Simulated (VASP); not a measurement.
# MgI2 (P-3m1) in VASP: notebook

Runs on MgI2. Level: PBEsol. Tasks: single point.

All numbers are computed with VASP 6.6.1; they aren't measurements. Logs are shortened: lines on timing, memory, paths and dates and some standing lists are left out, and cuts for length are marked.

**1. Starting point**

Symmetry: P-3m1, No. 164, trigonal system. The conventional cell has a = 4.140 Å, b = 4.140 Å, c = 6.880 Å, α = 90.00°, β = 90.00°, γ = 120.00°. I (site symmetry 3m) is surrounded by 3 Mg at 2.94 Å. Around Mg (site symmetry -3m) lie 6 I at 2.94 Å.

**2. Single point, PBEsol**

INCAR reads:

```
SYSTEM = MgI2
PREC = Accurate
ENCUT = 450
EDIFF = 1E-6
ISMEAR = -5
SIGMA = 0.05
LREAL = .FALSE.
LASPH = .TRUE.
NELM = 100
ALGO = Normal
ISIF = 2
LWAVE = .FALSE.
LCHARG = .FALSE.
GGA = PS
NBANDS = 15
ADDGRID = .FALSE.
```

KPOINTS reads:

```
regular mesh
0
G
  9 9 5
  0 0 0
```

POSCAR reads:

```
MgI2
1.0
    4.1400000000      0.0000000000      0.0000000000
   -2.0700000000      3.5853451717      0.0000000000
    0.0000000000      0.0000000000      6.8800000000
I Mg
2 1
Direct
    0.6666666667      0.3333333333      0.7500000000
    0.3333333333      0.6666666667      0.2500000000
    0.0000000000      0.0000000000      0.0000000000
```

Potentials or basis: VASP PAW PBE potentials, release 64 (I, Mg).

Launch:

```
$ cat potpaw_PBE.64/I/POTCAR potpaw_PBE.64/Mg/POTCAR > POTCAR
$ mpirun -np 1 vasp_std > vasp.out
```

OUTCAR:

```text
SYSTEM = MgI2
   PREC = Accurate
   ENCUT = 450
   EDIFF = 1E-6
   ISMEAR = -5
   LREAL = .FALSE.
   LASPH = .TRUE.
   NELM = 100
   ISIF = 2
   GGA = PS

 Found     50 irreducible k-points:

 Following reciprocal coordinates:
            Coordinates               Weight
  0.000000  0.000000  0.000000      1.000000
  0.111111 -0.000000  0.000000      6.000000
  0.222222 -0.000000  0.000000      6.000000
  0.333333 -0.000000  0.000000      6.000000
  0.444444 -0.000000  0.000000      6.000000
  0.111111  0.111111  0.000000      6.000000
   k-points           NKPTS =     50   k-points in BZ     NKDIM =     50   number of bands    NBANDS=     15
   number of dos      NEDOS =    301   number of ions     NIONS =      3
   total plane-waves  NPLWV =  43200
   dimension x,y,z NGX =    30 NGY =   30 NGZ =   48
   dimension x,y,z NGXF=    60 NGYF=   60 NGZF=   96
   ions per type =               2   1
   NGX,Y,Z   is equivalent  to a cutoff of  12.05, 12.05, 11.60 a.u.
   NGXF,Y,Z  is equivalent  to a cutoff of  24.09, 24.09, 23.20 a.u.
 SYSTEM =  MgI2
   PREC   = accura    normal or accurate (medium, high low for compatibility)
   ISTART =      0    job   : 0-new  1-cont  2-samecut
   ICHARG =      2    charge: 1-file 2-atom 10-const
   ISPIN  =      1    spin polarized calculation?
   LNONCOLLINEAR =      F non collinear calculations
   LSORBIT =      F    spin-orbit coupling
   LASPH  =      T    aspherical Exc in radial PAW
   ENCUT  =  450.0 eV  33.07 Ry    5.75 a.u.   7.16  7.16 11.90*2*pi/ulx,y,z
   NELM   =    100;   NELMIN=  2; NELMDL= -5     # of ELM steps
   EDIFF  = 0.1E-05   stopping-criterion for ELM
   LREAL  =      F    real-space projection
   EDIFFG = 0.1E-04   stopping-criterion for IOM
   NSW    =      0    number of steps for IOM
   IBRION =     -1    ionic relax: 0-MD 1-quasi-New 2-CG
   NFREE  =      0    steps in history (QN), initial steepest desc. (CG)
   ISIF   =      2    stress and relaxation
   ISYM   =      2    0-nonsym 1-usesym 2-fastsym
   POTIM  = 0.5000    time-step for ionic-motion
   TEBEG  =    0.0;   TEEND  =   0.0 temperature during run
   PSTRESS=    0.0 pullay stress
   NELECT =      16.0000    total number of electrons
   NUPDOWN=      -1.0000    fix difference up-down
   EMIN   =  10.00;   EMAX   =-10.00  energy-range for DOS
   EFERMI =   0.00;   METHOD = LEGACY
   ISMEAR =    -5;   SIGMA  =   0.05  broadening in eV -4-tet -1-fermi 0-gaus
   EFERMI_NEDOS =   21; number of points for ismear=-14 and -15
   IALGO  =     38    algorithm
   IMIX   =      4    mixing-type and parameters
     AMIX     =   0.40;   BMIX     =  1.00
     AMIX_MAG =   1.60;   BMIX_MAG =  1.00
  volume/ion in A,a.u.               =      34.04       229.72
  Fermi-wavevector in a.u.,A,eV,Ry     =   0.882555  1.667786 10.597613  0.778903
  Thomas-Fermi vector in A             =   2.003202
   LORBIT       =      0    0 simple, 1 ext, 2 COOP (PROOUT), +10 PAW based schemes
   GGA     = PS    functional components
   LHFCALC =     F    Hartree Fock is set to
   AEXX    =    0.0000 exact exchange contribution
   IVDW    =     0    specifies the selected vdW correction
   LEPSILON=     F    determine dielectric tensor
   LRPA    =     F    only Hartree local field effects (RPA)
 non-spin polarized calculation
 Fermi weights with tetrahedron method with Bloechl corrections
  energy-cutoff  :      450.00
  volume of cell :      102.12
 maximum number of plane-waves:      2237
 NGX is ok and might be reduce to    30
   NGX = 15   NGY = 15   NGZ = 23

 number of electron      16.0000004 magnetization

 Free energy of the ion-electron system (eV)
  ---------------------------------------------------
  ext. energy  EPLUGINS =         0.00000000
  ---------------------------------------------------
  free energy    TOTEN  =        -8.40396186 eV

  energy without entropy =       -8.40396186  energy(sigma->0) =       -8.40396186

 E-fermi :   2.3157     XC(G=0):  -8.4220

 val. band max:        2.2607160096   @ k =   0.0000   0.0000   0.0000
 cond. band min:       5.6594373845   @ k =   0.0000   0.4444   0.4000
 fundamental gap:      3.3987213750
 Fermi energy:         2.3157372025

 k-point     1 :       0.0000    0.0000    0.0000
  band No.  band energies     occupation
      1      -9.8107      2.00000
      2      -9.1296      2.00000
      3      -1.3688      2.00000
      4       1.8910      2.00000
      5       1.8910      2.00000
      6       2.2397      2.00000
      7       2.2607      2.00000
      8       2.2607      2.00000
      9       5.7706      0.00000
     10       6.9849      0.00000
     11       9.0046      0.00000
     12       9.0046      0.00000
     13       9.5975      0.00000
     14      10.4396      0.00000
     15      10.4396      0.00000

 k-point     2 :       0.1111   -0.0000    0.0000
  band No.  band energies     occupation
      1      -9.7459      2.00000
      2      -9.0940      2.00000
      3      -1.2726      2.00000
      4       1.3730      2.00000
      5       1.7317      2.00000
      6       1.7798      2.00000
      7       2.1977      2.00000
      8       2.2396      2.00000
      9       6.2987      0.00000
     10       7.4665      0.00000
     11       8.4206      0.00000
     12       9.1816      0.00000
     13       9.7570      0.00000
     14      10.1343      0.00000
     15      10.6322      0.00000

 k-point     3 :       0.2222   -0.0000    0.0000
  band No.  band energies     occupation
      1      -9.5683      2.00000
      2      -9.0061      2.00000
      3      -1.0162      2.00000
      4       0.3632      2.00000
      5       0.9181      2.00000
      6       1.4199      2.00000
      7       2.0469      2.00000
      8       2.1251      2.00000
      9       6.7928      0.00000
     10       7.5313      0.00000
     11       8.5421      0.00000
     12       9.1888      0.00000
     13       9.3651      0.00000
     14      10.1358      0.00000
     15      11.1521      0.00000

 k-point     4 :       0.3333   -0.0000    0.0000
  band No.  band energies     occupation
      1      -9.3310      2.00000
      2      -8.9187      2.00000
      3      -0.8874      2.00000
      4      -0.3269      2.00000
      5       0.2350      2.00000
      6       1.1372      2.00000
      7       1.7459      2.00000
      8       1.9679      2.00000
      9       6.2863      0.00000
     10       7.5565      0.00000
     11       7.9635      0.00000
     12       9.2286      0.00000
     13       9.6042      0.00000
     14      10.9122      0.00000
     15      11.3571      0.00000

 k-point     5 :       0.4444   -0.0000    0.0000
  band No.  band energies     occupation
      1      -9.1316      2.00000
      2      -8.8908      2.00000
      3      -1.2383      2.00000
      4      -0.4877      2.00000
      5       0.2382      2.00000
      6       0.9765      2.00000
      7       1.3678      2.00000
      8       1.8629      2.00000
      9       5.9109      0.00000
     10       7.4499      0.00000
     11       7.5885      0.00000
     12       9.0854      0.00000
     13       9.9188      0.00000
     14      11.3266      0.00000
     15      12.0683      0.00000

 k-point     6 :       0.1111    0.1111    0.0000
  band No.  band energies     occupation
      1      -9.6245      2.00000
      2      -9.0321      2.00000
      3      -1.0942      2.00000
      4       0.8202      2.00000
      5       0.8830      2.00000
      6       1.6849      2.00000
      7       1.9952      2.00000
      8       2.1266      2.00000
      9       6.8775      0.00000
     10       7.9474      0.00000
     11       8.1369      0.00000
     12       9.2405      0.00000
     13       9.4492      0.00000
     14       9.6014      0.00000
     15      11.1004      0.00000

 [... further k-points ...]

------------------------ aborting loop because EDIFF is reached ----------------------------------------

  FORCE on cell =-STRESS in cart. coord.  units (eV):
  Direction    XX          YY          ZZ          XY          YZ          ZX
  --------------------------------------------------------------------------------------
  -------------------------------------------------------------------------------------
  Total       -0.4466954     -0.4466954     -0.7293040      0.0000000      0.0000000      0.0000000
  in kB       -7.0081332     -7.0081332    -11.4419330      0.0000000      0.0000000      0.0000000
  external PRESSURE =      -8.4860665 kB  Pullay stress =       0.0000000 kB

 VOLUME and BASIS-vectors are now :
 -----------------------------------------------------------------------------
  energy-cutoff  :      450.00
  volume of cell :      102.12
      direct lattice vectors                 reciprocal lattice vectors
     4.140000000  0.000000000  0.000000000     0.241545894  0.139456587  0.000000000
    -2.070000000  3.585345172  0.000000000     0.000000000  0.278913174  0.000000000
     0.000000000  0.000000000  6.880000000     0.000000000  0.000000000  0.145348837

 POSITION                                       TOTAL-FORCE (eV/Angst)
 -----------------------------------------------------------------------------------
      2.07000      1.19512      5.16000         0.000000     -0.000000      0.299335
     -0.00000      2.39023      1.72000        -0.000000      0.000000     -0.299335
      0.00000      0.00000      0.00000        -0.000000      0.000000     -0.000000
 -----------------------------------------------------------------------------------
    total drift:                               -0.000000      0.000000     -0.000000

  FREE ENERGIE OF THE ION-ELECTRON SYSTEM (eV)
  ---------------------------------------------------
  free  energy   TOTEN  =        -8.4039618577 eV

  energy  without entropy=       -8.4039618577  energy(sigma->0) =       -8.40396186
```

Run time: 30 s. Hardware: 1 thread of Intel Xeon Platinum 8488C (Sapphire Rapids), shared host; peak memory 0.22 GiB.

These settings aren't checked as converged: the numbers below hold their error.

What came out:

| Quantity | Value |
| --- | --- |
| Free energy | -8.4040 eV |
| Pressure | -0.8 GPa |
| Largest force | 0.299 eV/Å |
| Band gap on the k mesh | 3.40 eV, indirect (least direct gap 3.51 eV) |

Caveat: the PAW data sets were made with another functional, which shifts forces and pressure a little; spin-orbit coupling is left out, which moves the levels of the heavy elements; an odd mesh through Γ misses points on the zone boundary, where band edges often lie; the cell's inner coordinates are idealised or old, which leaves forces on the atoms; this functional lacks dispersion, which binds the layers, so the pressure and a relaxed spacing across them are unreliable.

**3. Single point, PBEsol**

INCAR: that of step 2 with these lines changed.

```diff
@@ -2,5 +2,5 @@
 PREC = Accurate
-ENCUT = 450
+ENCUT = 550
 EDIFF = 1E-6
-ISMEAR = -5
+ISMEAR = 0
 SIGMA = 0.05
```

KPOINTS is that of step 2.

POSCAR is that of step 2.

Potentials or basis: VASP PAW PBE potentials, release 64 (I, Mg).

Launch:

```
$ cat potpaw_PBE.64/I/POTCAR potpaw_PBE.64/Mg/POTCAR > POTCAR
$ mpirun -np 1 vasp_std > vasp.out
```

Wall time 32 s (1 thread of Intel Xeon Platinum 8488C (Sapphire Rapids), shared host); peak memory 0.27 GiB.

These settings aren't checked as converged: the numbers below hold their error.

Results:

| Quantity | Value |
| --- | --- |
| Free energy | -8.4040 eV |
| Pressure | -0.9 GPa |
| Largest force | 0.300 eV/Å |
| Band gap on the k mesh | 3.40 eV, indirect (least direct gap 3.51 eV) |

Caveat: the PAW data sets were made with another functional, which shifts forces and pressure a little; spin-orbit coupling is left out, which moves the levels of the heavy elements; an odd mesh through Γ misses points on the zone boundary, where band edges often lie; the cell's inner coordinates are idealised or old, which leaves forces on the atoms; this functional lacks dispersion, which binds the layers, so the pressure and a relaxed spacing across them are unreliable.

**4. Single point, PBEsol**

INCAR: that of step 3 with these lines changed.

```diff
@@ -1,3 +1,3 @@
 SYSTEM = MgI2
-PREC = Accurate
+PREC = Low
 ENCUT = 550
```

KPOINTS is that of step 3.

POSCAR is that of step 3.

Launch:

```
$ cat potpaw_PBE.64/I/POTCAR potpaw_PBE.64/Mg/POTCAR > POTCAR
$ mpirun -np 1 vasp_std > vasp.out
```

It took 16 s on 1 thread of Intel Xeon Platinum 8488C (Sapphire Rapids), shared host; peak memory 0.17 GiB.

The run converged, but some of its settings lie outside the range that counts as converged, so its numbers aren't taken as properties of the crystal.

Results:

| Property | Result |
| --- | --- |
| Free energy | -8.4041 eV |
| Pressure | -0.8 GPa |
| Largest force | 0.300 eV/Å |
| Band gap on the k mesh | 3.40 eV, indirect (least direct gap 3.51 eV) |

Caveat: the PAW data sets were made with another functional, which shifts forces and pressure a little; spin-orbit coupling is left out, which moves the levels of the heavy elements; an odd mesh through Γ misses points on the zone boundary, where band edges often lie; the cell's inner coordinates are idealised or old, which leaves forces on the atoms; this functional lacks dispersion, which binds the layers, so the pressure and a relaxed spacing across them are unreliable.

**5. The reference run**

An earlier run on the cell as given: functional PBEsol; potentials or basis VASP PAW PBE potentials, release 64 (I, Mg); cutoff 520 eV; k mesh 8 × 8 × 4; occupations fermi-dirac, width 0.05 eV; no spin polarisation.

- Pressure: -0.8 GPa
- Largest force: 0.300 eV/Å
- Band gap on the k mesh: 3.42 eV, indirect (least direct gap 3.51 eV)
